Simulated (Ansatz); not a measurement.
**HfC: enthalpies of structure types against pressure**

All-electron LAPW in Ansatz 0.2.0 under PBE, scalar-relativistic, energies extrapolated to zero smearing. Each structure type was compressed from its own relaxed volume, symmetry kept and shape relaxed on PAW files, and E(V) was fitted to energies and pressures; H = E + pV has no temperature or zero-point term. Only these types were tried: NiAs (P6_3/mmc, 10×10×6 mesh, 13.32 Å³/atom at rest); WC (P-6m2, 14×14×13 mesh, 13.21 Å³/atom at rest); rocksalt (Fm-3m, 15×15×15 mesh, 12.58 Å³/atom at rest); CsCl (Pm-3m, 14×14×14 mesh, 12.21 Å³/atom at rest). Spin polarisation is left out. Spin–orbit coupling is left out; Fermi–Dirac smearing is 0.05 to 0.1 eV. Enthalpies carry a few meV/atom of noise from meshes and fits.

Problem. Which type is lowest at zero pressure, and what follows up to 350 GPa?

Solution. Among the types tried, rocksalt is lowest at zero pressure and stays so up to 350 GPa. Enthalpies against rocksalt:

```json
{"p (GPa)": "0", "NiAs (meV/atom)": "533", "WC (meV/atom)": "763", "rocksalt (meV/atom)": "0", "CsCl (meV/atom)": "1359"}
{"p (GPa)": "10", "NiAs (meV/atom)": "576", "WC (meV/atom)": "800", "rocksalt (meV/atom)": "0", "CsCl (meV/atom)": "1334"}
{"p (GPa)": "28", "NiAs (meV/atom)": "643", "WC (meV/atom)": "850", "rocksalt (meV/atom)": "0", "CsCl (meV/atom)": "1284"}
{"p (GPa)": "52", "NiAs (meV/atom)": "718", "WC (meV/atom)": "899", "rocksalt (meV/atom)": "0", "CsCl (meV/atom)": "1212"}
{"p (GPa)": "100", "NiAs (meV/atom)": "836", "WC (meV/atom)": "959", "rocksalt (meV/atom)": "0", "CsCl (meV/atom)": "1063"}
{"p (GPa)": "170", "NiAs (meV/atom)": "960", "WC (meV/atom)": "994", "rocksalt (meV/atom)": "0", "CsCl (meV/atom)": "851"}
{"p (GPa)": "260", "NiAs (meV/atom)": "1063", "WC (meV/atom)": "984", "rocksalt (meV/atom)": "0", "CsCl (meV/atom)": "592"}
{"p (GPa)": "330", "NiAs (meV/atom)": "1113", "WC (meV/atom)": "948", "rocksalt (meV/atom)": "0", "CsCl (meV/atom)": "402"}
```
